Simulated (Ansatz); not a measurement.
# CsH: straining the crystal, equal strain of all cell vectors

An exercise on one series of results from a longer session: the logs are not shown, and one member is left open.

Method: DFT LDA, scalar-relativistic, plane waves, PAW, in Ansatz 0.2.0.

3 further runs of the same task are left out: 3 set aside as unsound or not needed.

### The structure to begin with

It takes space group Fm-3m (No. 225, cubic). The conventional cell has a = 6.102 Å, b = 6.102 Å, c = 6.102 Å, α = 90.00°, β = 90.00°, γ = 90.00°. Cs (site symmetry m-3m) has 6 H at 3.05 Å in its first shell of neighbours. Around H (site symmetry m-3m) lie 6 Cs at 3.05 Å.

Coordinates:

```
CELL_PARAMETERS angstrom
3.05112 3.05112 0.00000
-3.05112 3.05112 0.00000
0.00000 0.00000 6.10224
ATOMIC_POSITIONS crystal
Cs 0.00000 0.00000 0.00000
Cs 0.50000 0.50000 0.50000
H 0.50000 0.50000 0.00000
H 0.00000 0.00000 0.50000
```

The unstrained cell was computed beforehand with the same settings: E(σ→0) = -11041.8528 eV for 4 atoms, gap 1.75 eV over the zone.

The first run:

input.yaml reads:

```yaml
crystal:
  lattice:
    - [2.9900958664, 2.9900958664, 0.0]
    - [-2.9900958664, 2.9900958664, 0.0]
    - [0.0, 0.0, 5.9801917328]
  atoms:
    - { symbol: Cs, position: [0.0, 0.0, 0.0] }
    - { symbol: Cs, position: [0.5, 0.5, 0.5] }
    - { symbol: H, position: [0.5, 0.5, 0.0] }
    - { symbol: H, position: [0.0, 0.0, 0.5] }
basis:
  ecutwfc: 420
kpoints:
  mp_grid: { grid: [6, 6, 6] }
hamiltonian:
  xc: lda
scf:
  occupations: { method: gaussian, width: 0.02 }
output:
  forces: true
  stress: true
  eigenvalues: true
```

On the command line:

```console
$ ansatz run input.yaml --threads 1 --pin off --max-ram 2560MiB --backend cpu --events-out ev --progress --plain --runs-dir out
```

Among the steps run: The cell strained by -2.0 %; The gap over the whole zone at -2.0 %; Strain +2.0 %; The gap over the whole zone at +2.0 %; The cell strained by -4.0 %; Band edges over the zone at -4.0 %; At +4.0 %; Band edges over the zone at +4.0 %; The cell strained by -6.0 %; Seeking the band edges at -6.0 %; At +6.0 %; The gap over the whole zone at +6.0 %.

One of the session's tables, all rows but one given; the rest of the session is left out.

Lengths are those of the vectors of the cell that was run; stresses in GPa:

```
strain (%)  ΔE (meV/atom)  a (Å)  b (Å)  c (Å)  gap (eV)
      -6.0           39.3  4.056  4.056  5.736      1.38
      -4.0              ?      ?      ?      ?         ?
      -2.0            3.7  4.229  4.229  5.980      1.64
      +0.0            0.0  4.315  4.315  6.102      1.75
      +2.0            3.9  4.401  4.401  6.224      1.85
      +4.0           14.3  4.488  4.488  6.346      1.94
      +6.0           30.1  4.574  4.574  6.468      2.01
```

Estimate the missing values for strain (%) = -4.0.

Worked estimate for «ΔE (meV/atom)». A straight line through the neighbours (-6.0, 39.3) and (-2.0, 3.7) gives 39.3 + (3.7 − 39.3) × (-4.0 + 6.0) / (-2.0 + 6.0) = 21.5; a parabola fitted to 3 rows on both sides gives 16.8.

As computed: ΔE (meV/atom): 16.3; a (Å): 4.142; b (Å): 4.142; c (Å): 5.858; gap (eV): 1.52. In «ΔE (meV/atom)» the line misses by +5.2 and the parabola by +0.5.

ΔE is over the unstrained cell. Stress in GPa, positive in compression, on the Cartesian axes of the input. Gaps are Kohn-Sham gaps over the whole zone.

Caveats from the session: The gap runs from 1.38 eV at -6.0 % through 1.75 to 2.01 eV at +6.0 %.
